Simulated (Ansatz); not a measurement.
# MnS (Fm-3m) in Ansatz: a series of runs

One crystal, MnS, is run at these levels: PBEsol; tasks: single point.

Program: Ansatz 0.2.0. These are calculated values, not measurements. Logs are shortened: lines on timing, memory, paths and dates and some standing lists are left out, and cuts for length are marked.

## Step 1: The crystal as given

The structure is cubic, space group Fm-3m (No. 225). Conventional cell: a = 5.209 Å, b = 5.209 Å, c = 5.209 Å, α = 90.00°, β = 90.00°, γ = 90.00°. Around Mn (site symmetry m-3m) lie 6 S at 2.60 Å. Around S (site symmetry m-3m) lie 6 Mn at 2.60 Å.

## Step 2: Single point, PBEsol, collinear spin, program default start

Input file input.yaml:

```yaml
crystal:
  lattice:
    - [0.0, 2.6045, 2.6045]
    - [2.6045, 0.0, 2.6045]
    - [2.6045, 2.6045, 0.0]
  atoms:
    - { symbol: Mn, position: [0.0, 0.0, 0.0] }
    - { symbol: S, position: [0.5, 0.5, 0.5] }
hamiltonian:
  xc: pbesol
  pseudopotentials: { kind: paw }
magnetization:
  spin_polarized: true
  initial_magnetization: 0.0
  spin_locking: { lock_magnetization: hard }
kpoints:
  mp_grid: { grid: [7, 7, 7] }
scf:
  occupations: { method: fermi_dirac, width: 0.05 }
  lower_state_search: "off"
output:
  forces: true
  stress: true
  eigenvalues: true
```

Potentials or basis: Ansatz PAW.

The run is started by

```sh
$ ansatz run input.yaml --threads 2 --pin off --max-ram 5632MiB --backend cpu --events-out ev --progress --plain --runs-dir out
```

Log:

```text
Warning: output.stress: scf.convergence.dr2_threshold = 1e-7 eV (the SCF's general default) is looser than the 2e-10 eV advised for a printed stress (1e-10 eV for each atom of the cell: 2). What an SCF threshold leaves in a stress goes as its square root, and in the free energy as the threshold itself, and one threshold admits the most on a small cell: of the crystals measured, under no hybrid functional and no lock of the moments, on runs that ended without the residual-converged pass, on stresses that held no estimate of that error, the worst erred by over 100 MPa in a component at 1e-7 eV an atom and by under 5 at 1e-10. Set scf.convergence.dr2_threshold to 2e-10 eV or tighter. The threshold is an SCF's pass mark: one that does not reach it within its budget of iterations ends unconverged, or closes short of it on a stop that the run arms, and scf.convergence.dr2_threshold's page says what that costs each kind of run
Warning: RAYON_NUM_THREADS=2 ignored (pool sized by the plan → 2); use --threads N
Engine: ansatz 0.2.0, aarch64-unknown-linux-gnu
Pseudopotentials: kind: paw
Pseudopotential: Mn, paw, valence charge 15, recommended cutoff 420 eV (normal), Mn.paw.azcp
Pseudopotential: S, paw, valence charge 6, recommended cutoff 420 eV (normal), S.paw.azcp
Functional definition: PBEsol
  exchange = pbesol_x
  correlation = pbesol_c
Crystal: 2 atoms, lattice volume = 35.335 Å³
Basis set: ecut = 420 eV, 701 PW (Γ), exchange–correlation on 50×50×50 points (8 copies of the dense FFT grid, shifted against one another)
Bands: 15, of which v1, the nominal top of the filled ones, is band 11 counted from 1 (10 counted from 0)
Symmetry: 48 space group operations
Space group: Fm-3m (ITA 225), of the structure as read, at distance tolerance 3.3e-5 Å
k-points: 20 of 343
Non-local potential: Mn, projectors of the file, l = 0: 3, l = 1: 2, l = 2: 3, l = 3: 1
Non-local potential: S, projectors of the file, l = 0: 2, l = 1: 2, l = 2: 2
PAW form: soft (Blöchl's): semilocal exchange-correlation on the pseudo side does not see the compensation charge
PAW frozen core: Mn, regenerated for the run's functional, and the local potential with it (the file was generated under x = pbe(κ = 0.804, μ = 0.2195149727645171), c = pbe(β = 0.06672455060314922))
PAW frozen core: S, regenerated for the run's functional, and the local potential with it (the file was generated under x = pbe(κ = 0.804, μ = 0.2195149727645171), c = pbe(β = 0.06672455060314922))
PAW one-centre angular grid: Mn, 590 points (default); XC on 64 Gauss nodes
PAW one-centre angular grid: S, 110 points (default); XC on 64 Gauss nodes
Initial density: superposition of atomic densities (chi_scale 0.1, normalization cell, long waves kept (reshape's long-wave potential 0.00 eV rms))
Initial wavefunctions: pseudopotential atomic-orbital guess
Functional: x = pbesol(κ = 0.804, μ = 0.12345679012345678), c = pbesol(β = 0.046)
SCF iter   1: F=—  HF=-4755.176132 eV  |F-HF|=—  |Δ(HF+E_count)|=         —  Δρ=1.42e-1 (↑1.42e-1 ↓1.42e-1)  dr2=3.38e1  dr2_m=0.00e0  M=0.000 μB ∫|m|=0.000 μB  β_m=0.30  ethr=3.10e-3  ⟨swp⟩=4.0  Hψ=1425  notcnv=0
preconditioner: auto → Kerker (q_TF=auto, 2.502 Å⁻¹)  [metal: Δε(μ)=0.015 eV  Ē_g=6.773 eV  σ=0.050 eV  W_gap=0.08  n_scr=14 (ndim 8)  ℏωp=22.5 eV  f_vac=0.000  D(μ)=7.01/eV (n_scr^D=136)]
spin=Collinear: Kerker preconditioning applied to the charge; magnetization (m = ρ↑ − ρ↓) channel mixes plain (no charge-response kernel on spin).
SCF iter   2: F=—  HF=-4752.940404 eV  |F-HF|=—  |Δ(HF+E_count)|=    2.24e0  Δρ=5.78e-2 (↑5.78e-2 ↓5.78e-2)  dr2=3.12e0  dr2_m=0.00e0  M=0.000 μB ∫|m|=0.000 μB  β_m=0.26  ethr=3.10e-3  ⟨swp⟩=3.3  Hψ=858  notcnv=0
SCF iter   3: F=—  HF=-4752.373569 eV  |F-HF|=—  |Δ(HF+E_count)|=   5.67e-1  Δρ=2.07e-2 (↑2.07e-2 ↓2.07e-2)  dr2=1.96e-1  dr2_m=0.00e0  M=0.000 μB ∫|m|=0.000 μB  β_m=0.63  ethr=3.10e-3  ⟨swp⟩=2.8  Hψ=700  notcnv=0
SCF iter   4: F=—  HF=-4752.364488 eV  |F-HF|=—  |Δ(HF+E_count)|=   9.08e-3  Δρ=1.60e-2 (↑1.60e-2 ↓1.60e-2)  dr2=4.40e-1  dr2_m=0.00e0  M=0.000 μB ∫|m|=0.000 μB  β_m=0.64  ethr=9.35e-4  ⟨swp⟩=2.3  Hψ=724  notcnv=0
SCF iter   5: F=—  HF=-4752.316153 eV  |F-HF|=—  |Δ(HF+E_count)|=   4.83e-2  Δρ=5.59e-3 (↑5.59e-3 ↓5.59e-3)  dr2=5.88e-2  dr2_m=0.00e0  M=0.000 μB ∫|m|=0.000 μB  β_m=0.81  ethr=9.35e-4  ⟨swp⟩=2.0  Hψ=400  notcnv=0
SCF iter   6: F=—  HF=-4752.309635 eV  |F-HF|=—  |Δ(HF+E_count)|=   6.52e-3  Δρ=1.60e-3 (↑1.60e-3 ↓1.60e-3)  dr2=4.62e-3  dr2_m=0.00e0  M=0.000 μB ∫|m|=0.000 μB  β_m=0.91  ethr=2.80e-4  ⟨swp⟩=2.0  Hψ=474  notcnv=0
SCF iter   7: F=—  HF=-4752.309093 eV  |F-HF|=—  |Δ(HF+E_count)|=   5.42e-4  Δρ=2.29e-4 (↑2.29e-4 ↓2.29e-4)  dr2=8.61e-5  dr2_m=0.00e0  M=0.000 μB ∫|m|=0.000 μB  β_m=0.95  ethr=2.20e-5  ⟨swp⟩=1.4  Hψ=329  notcnv=0
SCF iter   8: F=—  HF=-4752.309084 eV  |F-HF|=—  |Δ(HF+E_count)|=   8.75e-6  Δρ=2.10e-5 (↑2.10e-5 ↓2.10e-5)  dr2=5.23e-7  dr2_m=0.00e0  M=0.000 μB ∫|m|=0.000 μB  β_m=0.90  ethr=4.10e-7  ⟨swp⟩=2.2  Hψ=389  notcnv=0
SCF iter   9: F=—  HF=-4752.309085 eV  |F-HF|=—  |Δ(HF+E_count)|=   8.83e-8  Δρ=7.99e-6 (↑7.99e-6 ↓7.99e-6)  dr2=1.04e-7  dr2_m=0.00e0  M=0.000 μB ∫|m|=0.000 μB  β_m=0.95  ethr=4.76e-10  ⟨swp⟩=5.0  Hψ=1380  notcnv=0
SCF iter  10: F=-4752.309084 eV  HF=-4752.309084 eV  |F-HF|=1.72e-9  |Δ(HF+E_count)|=   1.10e-8  Δρ=1.35e-6 (↑1.35e-6 ↓1.35e-6)  dr2=1.85e-9  dr2_m=0.00e0  M=0.000 μB ∫|m|=0.000 μB  ethr=4.76e-10  ⟨swp⟩=3.1  Hψ=783  notcnv=0
SCF 1 converged in 10 iterations: F = -4752.309084 eV  dr2 = 1.85e-9
SCF converged after 10 iterations
Stability checked in part: among states of this total moment the steps that led to this state did not find it unstable. No probe was made; neither looks for a lower state of another moment (fixed_total_moment; see scf.lower_state_search)
Magnetization: 0.0000 μB (10.5000 up, 10.5000 down)
Absolute magnetization: 0.0000 μB (∫|ρ↑−ρ↓|)
Spin contamination: 0.0000 ħ² per cell (⟨S²⟩ above its minimum at these occupations)
Per-site moments (μB) at R_I (Å): [(0.0, 1.0743562500000001), (0.0, 1.0743562500000001)]
Free energy (F): -4752.309084 eV
Harris-Foulkes:  -4752.309084 eV  (|F-HF|=1.72e-9)
Internal energy: -4752.228417 eV  (E = F + TS)
E sigma→0 (E₀):  -4752.268751 eV
Entropy (-TS):   -0.080667 eV (-40.334 meV/atom)
Fermi energy:    9.617905 (↑ 9.617905, ↓ 9.617905) eV
--- Per-component energies (eV) ---
  E_band       = -294.279697
  E_kinetic    = 406.643190
  E_local      = -2454.363700  (includes V_loc(G=0)·N_el)
  E_nonlocal   = 276.378987
  E_hartree    = 1006.312713
  E_xc         = -204.735653
  E_vxc        = -226.913110  (∫ρ·V_xc dr)
  E_paw        = -1857.581371  (= ΣΔE_a)
  E_vpaw       = -308.653058  (= ΣTr[D̂ρ^β])
  E_aug_tail   = -0.000008  (compensation charges beyond the density's cutoff)
  E_ewald      = -1925.114175
  E_core_change = 0.231600  (= ΣΔE_core)
  E_smearing   = -0.080667  (= −TS)
  E_closure    = -0.000000  (closes the sum)
  Σ components = -4752.309084   (vs F -4752.309084, Δ=0.00e0)
--- Forces (eV/Å), atoms counted from 1 ---
  atom   1  Mn    -0.00000000     0.00000000     0.00000000
  atom   2  S      0.00000000     0.00000000    -0.00000000
  max |Σ_I F_I| component: 2.10e-30 eV/Å
--- Stress (GPa, compression-positive) ---
      -27.807530      -0.000000      -0.000000
        0.000000     -27.807530      -0.000000
        0.000000       0.000000     -27.807530
  P = ⅓ Tr σ = -27.8075 GPa (-278.075 kbar)
--- Band table (eV; the first three rows and the last of 40) ---
  k-point 0 ↑: bands = ["-69.1165", "-38.0149", "-38.0149", "-38.0149", "-4.6508", "7.9924", "7.9924", "7.9924", "8.7479", "8.7479", "8.7479", "8.7725", "8.7725", "12.0923", "18.9891"]
  k-point 1 ↑: bands = ["-69.1164", "-38.0168", "-38.0152", "-38.0152", "-4.4594", "6.6084", "7.2282", "7.2282", "8.8726", "8.8726", "9.0625", "9.6643", "9.6643", "13.1512", "17.7011"]
  k-point 2 ↑: bands = ["-69.1162", "-38.0209", "-38.0158", "-38.0158", "-3.9677", "4.7044", "6.4545", "6.4545", "9.1673", "9.1673", "9.3469", "10.7744", "10.7744", "13.8882", "17.2182"]
  k-point 19 ↓: bands = ["-69.1158", "-38.0216", "-38.0211", "-38.0183", "-3.1924", "4.7187", "4.7843", "5.7540", "9.1825", "9.4727", "9.6974", "9.7593", "10.0062", "14.3723", "16.6231"]
```

Wall time 0.86 s (2 threads of Arm Neoverse V1, shared host); peak memory 0.28 GiB.

What came out:

```yaml
Free_energy: -4752.3091 eV
Pressure: -27.8 GPa
Net_moment: 0.00 μB per cell
Absolute_moment: 0.00 μB per cell
```

Caveat: the total moment is fixed, so each spin has its own Fermi level; the PAW data sets come from PBE, with cores solved anew for the run's functional, which leaves a small shift of forces and pressure; the thresholds are loose for stress.

## Step 3: Single point, PBEsol, collinear spin, ferromagnetic start

Edit input.yaml of step 2 so:

```diff
@@ -6,3 +6,3 @@
   atoms:
-    - { symbol: Mn, position: [0.0, 0.0, 0.0] }
+    - { symbol: Mn, position: [0.0, 0.0, 0.0], spin: 1.0 }
     - { symbol: S, position: [0.5, 0.5, 0.5] }
@@ -13,3 +13,3 @@
   spin_polarized: true
-  initial_magnetization: 0.0
+  initial_magnetization: 1.0
   spin_locking: { lock_magnetization: hard }
```

Potentials or basis: Ansatz PAW.

The run is started by

```sh
$ ansatz run input.yaml --threads 2 --pin off --max-ram 5632MiB --backend cpu --events-out ev --progress --plain --runs-dir out
```

Log:

```text
Warning: output.stress: scf.convergence.dr2_threshold = 1e-7 eV (the SCF's general default) is looser than the 2e-10 eV advised for a printed stress (1e-10 eV for each atom of the cell: 2). What an SCF threshold leaves in a stress goes as its square root, and in the free energy as the threshold itself, and one threshold admits the most on a small cell: of the crystals measured, under no hybrid functional and no lock of the moments, on runs that ended without the residual-converged pass, on stresses that held no estimate of that error, the worst erred by over 100 MPa in a component at 1e-7 eV an atom and by under 5 at 1e-10. Set scf.convergence.dr2_threshold to 2e-10 eV or tighter. The threshold is an SCF's pass mark: one that does not reach it within its budget of iterations ends unconverged, or closes short of it on a stop that the run arms, and scf.convergence.dr2_threshold's page says what that costs each kind of run
Warning: RAYON_NUM_THREADS=2 ignored (pool sized by the plan → 2); use --threads N
[... 7 set-up lines as earlier in the session ...]
Crystal: 2 atoms, lattice volume = 35.335 Å³
Basis set: ecut = 420 eV, 701 PW (Γ), exchange–correlation on 50×50×50 points (8 copies of the dense FFT grid, shifted against one another)
Bands: 15, of which v1, the nominal top of the filled ones, is band 11 counted from 1 (10 counted from 0)
[... 2 set-up lines as earlier in the session ...]
Magnetic group: BNS 225.116 (UNI 1618), of the structure as read, at distance tolerance 3.3e-5 Å
k-points: 20 of 343
[... 8 set-up lines as earlier in the session ...]
Starting moments: Σ|m| = 1 μB on 1 of 2 sites
[... 2 set-up lines as earlier in the session ...]
SCF iter   1: F=—  HF=-4755.276575 eV  |F-HF|=—  |Δ(HF+E_count)|=         —  Δρ=1.49e-1 (↑1.49e-1 ↓1.27e-1)  dr2=3.19e1  dr2_m=4.49e-2  M=1.000 μB ∫|m|=1.178 μB  β_m=0.30  ethr=3.10e-3  ⟨swp⟩=4.0  Hψ=2843  notcnv=0
preconditioner: auto → Kerker (q_TF=auto, 2.502 Å⁻¹)  [metal: Δε(μ)=0.039 eV  Ē_g=7.142 eV  σ=0.050 eV  W_gap=0.19  n_scr=14 (ndim 8)  ℏωp=22.5 eV  f_vac=0.000  D(μ)=3.25/eV (n_scr^D=50)]
spin=Collinear: Kerker preconditioning applied to the charge; magnetization (m = ρ↑ − ρ↓) channel mixes plain (no charge-response kernel on spin).
SCF iter   2: F=—  HF=-4753.028330 eV  |F-HF|=—  |Δ(HF+E_count)|=    2.25e0  Δρ=5.76e-2 (↑5.76e-2 ↓5.17e-2)  dr2=2.60e0  dr2_m=2.23e-2  M=1.000 μB ∫|m|=1.113 μB  β_m=0.26  ethr=3.10e-3  ⟨swp⟩=3.3  Hψ=1705  notcnv=0
SCF iter   3: F=—  HF=-4752.554934 eV  |F-HF|=—  |Δ(HF+E_count)|=   4.73e-1  Δρ=2.47e-2 (↑2.47e-2 ↓1.83e-2)  dr2=1.61e-1  dr2_m=2.33e-2  M=1.000 μB ∫|m|=1.170 μB  β_m=0.63  ethr=3.10e-3  ⟨swp⟩=2.4  Hψ=1312  notcnv=0
SCF iter   4: F=—  HF=-4752.610825 eV  |F-HF|=—  |Δ(HF+E_count)|=   5.59e-2  Δρ=1.83e-2 (↑1.83e-2 ↓1.57e-2)  dr2=4.08e-1  dr2_m=1.15e-2  M=1.000 μB ∫|m|=1.279 μB  β_m=0.70  ethr=7.67e-4  ⟨swp⟩=2.3  Hψ=1405  notcnv=0
SCF iter   5: F=—  HF=-4752.583287 eV  |F-HF|=—  |Δ(HF+E_count)|=   2.75e-2  Δρ=6.76e-3 (↑6.03e-3 ↓6.76e-3)  dr2=1.38e-2  dr2_m=1.08e-2  M=1.000 μB ∫|m|=1.304 μB  β_m=0.85  ethr=7.67e-4  ⟨swp⟩=2.0  Hψ=912  notcnv=0
SCF iter   6: F=—  HF=-4752.635076 eV  |F-HF|=—  |Δ(HF+E_count)|=   5.18e-2  Δρ=4.64e-3 (↑4.64e-3 ↓3.21e-3)  dr2=1.85e-2  dr2_m=2.28e-3  M=1.000 μB ∫|m|=1.395 μB  β_m=0.93  ethr=6.56e-5  ⟨swp⟩=2.0  Hψ=1435  notcnv=0
SCF iter   7: F=—  HF=-4752.637837 eV  |F-HF|=—  |Δ(HF+E_count)|=   2.76e-3  Δρ=2.94e-3 (↑2.94e-3 ↓2.38e-3)  dr2=9.52e-3  dr2_m=4.88e-4  M=1.000 μB ∫|m|=1.401 μB  β_m=0.95  ethr=6.56e-5  ⟨swp⟩=1.9  Hψ=743  notcnv=0
SCF iter   8: F=—  HF=-4752.637950 eV  |F-HF|=—  |Δ(HF+E_count)|=   1.14e-4  Δρ=1.11e-3 (↑1.11e-3 ↓8.88e-4)  dr2=1.70e-3  dr2_m=1.79e-5  M=1.000 μB ∫|m|=1.407 μB  β_m=0.92  ethr=4.53e-5  ⟨swp⟩=1.6  Hψ=647  notcnv=0
SCF iter   9: F=—  HF=-4752.637743 eV  |F-HF|=—  |Δ(HF+E_count)|=   2.07e-4  Δρ=3.23e-4 (↑3.23e-4 ↓3.05e-4)  dr2=1.70e-4  dr2_m=2.47e-7  M=1.000 μB ∫|m|=1.407 μB  β_m=0.89  ethr=8.07e-6  ⟨swp⟩=1.2  Hψ=614  notcnv=0
SCF iter  10: F=—  HF=-4752.637717 eV  |F-HF|=—  |Δ(HF+E_count)|=   2.66e-5  Δρ=2.35e-5 (↑2.35e-5 ↓9.67e-6)  dr2=3.47e-8  dr2_m=7.58e-8  M=1.000 μB ∫|m|=1.407 μB  β_m=0.92  ethr=4.76e-10  ⟨swp⟩=5.0  Hψ=3497  notcnv=0
iter 11 did not close the SCF: its close was put off for a magnetic moment that had not settled (scf_convergence_deferred on its scf_iter line)
SCF iter  11: F=-4752.637717 eV  HF=-4752.637717 eV  |F-HF|=2.06e-8  |Δ(HF+E_count)|=   1.80e-7  Δρ=6.28e-6 (↑6.28e-6 ↓4.55e-6)  dr2=3.22e-8  dr2_m=5.81e-9  M=1.000 μB ∫|m|=1.407 μB  β_m=0.93  ethr=1.65e-10  ⟨swp⟩=1.9  Hψ=2010  notcnv=0
SCF iter  12: F=-4752.637717 eV  HF=-4752.637717 eV  |F-HF|=7.48e-10  |Δ(HF+E_count)|=   1.32e-8  Δρ=1.76e-6 (↑1.76e-6 ↓9.86e-7)  dr2=4.22e-10  dr2_m=4.97e-10  M=1.000 μB ∫|m|=1.407 μB  ethr=1.53e-10  ⟨swp⟩=1.8  Hψ=1940  notcnv=0
SCF 1 converged in 12 iterations: F = -4752.637717 eV  dr2 = 4.22e-10
SCF converged after 12 iterations
Stability checked in part: among states of this total moment the steps that led to this state did not find it unstable. No probe was made; neither looks for a lower state of another moment (fixed_total_moment; see scf.lower_state_search)
Magnetization: 1.0000 μB (11.0000 up, 10.0000 down)
Absolute magnetization: 1.5786 μB (∫|ρ↑−ρ↓|, with the PAW one-centre terms)
Spin contamination: 0.8065 ħ² per cell (⟨S²⟩ above its minimum at these occupations)
Per-site moments (μB) at R_I (Å): [(1.033045274982026, 1.0743562500000001), (-0.04607889792420589, 1.0743562500000001)]
Free energy (F): -4752.637717 eV
Harris-Foulkes:  -4752.637717 eV  (|F-HF|=7.48e-10)
Internal energy: -4752.603910 eV  (E = F + TS)
E sigma→0 (E₀):  -4752.620814 eV
Entropy (-TS):   -0.033806 eV (-16.903 meV/atom)
Fermi energy:    9.607524 (↑ 9.133602, ↓ 10.081446) eV
--- Per-component energies (eV) ---
  E_band       = -294.526376
  E_kinetic    = 406.395378
  E_local      = -2454.974877  (includes V_loc(G=0)·N_el)
  E_nonlocal   = 277.522316
  E_hartree    = 1006.541307
  E_xc         = -204.923402
  E_vxc        = -227.122426  (∫ρ·V_xc dr)
  E_paw        = -1858.282048  (= ΣΔE_a)
  E_vpaw       = -309.429048  (= ΣTr[D̂ρ^β])
  E_aug_tail   = -0.000008  (compensation charges beyond the density's cutoff)
  E_ewald      = -1925.114175
  E_core_change = 0.231600  (= ΣΔE_core)
  E_smearing   = -0.033806  (= −TS)
  E_closure    = 0.000000  (closes the sum)
  Σ components = -4752.637717   (vs F -4752.637717, Δ=0.00e0)
--- Forces (eV/Å), atoms counted from 1 ---
  atom   1  Mn    -0.00000000     0.00000000     0.00000000
  atom   2  S      0.00000000     0.00000000    -0.00000000
  max |Σ_I F_I| component: 1.64e-30 eV/Å
--- Stress (GPa, compression-positive) ---
      -23.876357      -0.000000      -0.000000
        0.000000     -23.876357      -0.000000
        0.000000      -0.000000     -23.876357
  P = ⅓ Tr σ = -23.8764 GPa (-238.764 kbar)
--- Band table (eV; the first three rows and the last of 40) ---
  k-point 0 ↑: bands = ["-69.6111", "-38.5033", "-38.5033", "-38.5033", "-4.5694", "8.0546", "8.0546", "8.0546", "8.0947", "8.0947", "8.0947", "8.8560", "8.8560", "12.0305", "18.8613"]
  k-point 1 ↑: bands = ["-69.6110", "-38.5051", "-38.5036", "-38.5036", "-4.3755", "6.5818", "7.2699", "7.2699", "8.2575", "8.2575", "8.4658", "9.7134", "9.7134", "13.1026", "17.5930"]
  k-point 2 ↑: bands = ["-69.6108", "-38.5091", "-38.5042", "-38.5042", "-3.8762", "4.6947", "6.5064", "6.5064", "8.5080", "8.5080", "8.6911", "10.8197", "10.8197", "13.8096", "17.1775"]
  k-point 19 ↓: bands = ["-68.5315", "-37.4524", "-37.4519", "-37.4489", "-3.1469", "4.7818", "4.8424", "5.7803", "9.6905", "9.8042", "10.1558", "10.2871", "10.5636", "14.5063", "16.7561"]
```

Wall time 1.6 s (2 threads of Arm Neoverse V1, shared host); peak memory 0.28 GiB.

Results:

```yaml
Free_energy: -4752.6377 eV
Pressure: -23.9 GPa
Net_moment: 1.00 μB per cell
Absolute_moment: 1.58 μB per cell
Site_moments: Mn +1.03; S -0.05 μB
```

Caveat: the total moment is fixed, so each spin has its own Fermi level; a cell with one magnetic atom can't hold antiferromagnetic order, which such compounds often take; the PAW data sets come from PBE, with cores solved anew for the run's functional, which leaves a small shift of forces and pressure; the thresholds are loose for stress.

## Step 4: Single point, PBEsol, collinear spin, ferromagnetic start

Edit input.yaml of step 3 so:

```diff
@@ -6,3 +6,3 @@
   atoms:
-    - { symbol: Mn, position: [0.0, 0.0, 0.0], spin: 1.0 }
+    - { symbol: Mn, position: [0.0, 0.0, 0.0], spin: 2.0 }
     - { symbol: S, position: [0.5, 0.5, 0.5] }
@@ -13,3 +13,3 @@
   spin_polarized: true
-  initial_magnetization: 1.0
+  initial_magnetization: 2.0
   spin_locking: { lock_magnetization: hard }
```

The run is started by

```sh
$ ansatz run input.yaml --threads 2 --pin off --max-ram 5632MiB --backend cpu --events-out ev --progress --plain --runs-dir out
```

It took 1.5 s on 2 threads of Arm Neoverse V1, shared host; peak memory 0.28 GiB.

Results (log left out):

```
Free energy     : -4753.1074 eV
Pressure        : -24.6 GPa
Net moment      : 2.00 μB per cell
Absolute moment : 2.29 μB per cell
Site moments    : Mn +2.04; S -0.10 μB
```

Caveat: the total moment is fixed, so each spin has its own Fermi level; a cell with one magnetic atom can't hold antiferromagnetic order, which such compounds often take; the PAW data sets come from PBE, with cores solved anew for the run's functional, which leaves a small shift of forces and pressure; the thresholds are loose for stress.

## Step 5: The runs side by side

```tsv
spin	fixed moment (μB)	pressure (GPa)	moment (μB)
collinear, program default start	0.0	-27.8	0.00
collinear, ferromagnetic start	1.0	-23.9	1.00
collinear, ferromagnetic start	2.0	-24.6	2.00
```

Alike in all rows: task single point; level PBEsol; potentials or basis Ansatz PAW; cell as given; k mesh 7 × 7 × 7; cutoff (eV) 420; smearing fermi-dirac 0.05 eV.

Caveats: the total moment is fixed, so each spin has its own Fermi level; the PAW data sets come from PBE, with cores solved anew for the run's functional, which leaves a small shift of forces and pressure; the thresholds are loose for stress; a cell with one magnetic atom can't hold antiferromagnetic order, which such compounds often take (some runs).

Absolute energies hang on the potentials; compare differences alone.
